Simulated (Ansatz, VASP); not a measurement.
# MgO: VASP beside Ansatz

The input INCAR:

```
SYSTEM = MgO
PREC = Accurate ; ENCUT = 520
EDIFF = 1E-6 ; ISMEAR = 0
SIGMA = 0.05 ; LREAL = .False.
LASPH = .True. ; NELM = 100
ALGO = Normal ; ISIF = 2
LWAVE = .False. ; LCHARG = .False.
GGA = PE ; NBANDS = 11
```

KPOINTS

```
Automatic mesh
0
Gamma
  10 10 10
  0 0 0
```

Contents of POSCAR:

```
MgO
1.0
    0.0000000000      2.1351500000      2.1351500000
    2.1351500000      0.0000000000      2.1351500000
    2.1351500000      2.1351500000      0.0000000000
Mg O
1 1
Direct
    0.0146359741     -0.0146359741      0.0146359741
    0.5000000000      0.5000000000      0.5000000000
```

Input for Ansatz:

```yaml
crystal:
  lattice:
    - [0.0, 2.13515, 2.13515]
    - [2.13515, 0.0, 2.13515]
    - [2.13515, 2.13515, 0.0]
  atoms:
    - { symbol: Mg, position: [0.0146359741, -0.0146359741, 0.0146359741] }
    - { symbol: O, position: [0.5, 0.5, 0.5] }
basis:
  ecutwfc: 420
kpoints:
  mp_grid: { grid: [10, 10, 10] }
hamiltonian:
  xc: pbe
scf:
  occupations: { method: gaussian, width: 0.05 }
output:
  forces: true
  stress: true
  eigenvalues: true
```

Change from the starting cell: all Mg atoms moved +0.062 Å, as atom 1 along Cartesian [0 1 0].

Alike in both runs: task single point; functional PBE; k mesh 10 × 10 × 10; occupations gaussian, width 0.05 eV; no spin polarisation.

```csv
,VASP,Ansatz
version,VASP 6.6.1,Ansatz 0.2.0
potentials or method,"VASP PAW PBE potentials, release 64 (Mg, O)","scalar-relativistic, plane waves, PAW"
plane-wave cutoff (eV),520,420
valence electrons in the cell,8,16
```

|  | VASP | Ansatz | Ansatz less VASP |
| --- | --- | --- | --- |
| gap on the k mesh at the Fermi level (eV) | 4.33 | 4.35 | +0.017 |
| least direct gap on the mesh (eV) | 4.33 | 4.35 | +0.017 |
| pressure (GPa) | -2.1 | -1.4 | +0.76 |
| largest component of the traceless stress (GPa) | 0.80 | 0.79 | -0.010 |
| rms of the force components (eV/Å) | 0.168 | 0.165 | -0.0025 |

Atom by atom the forces differ by 0.002 eV/Å (rms over components). The two sets of potentials don't hold the same shells in valence.
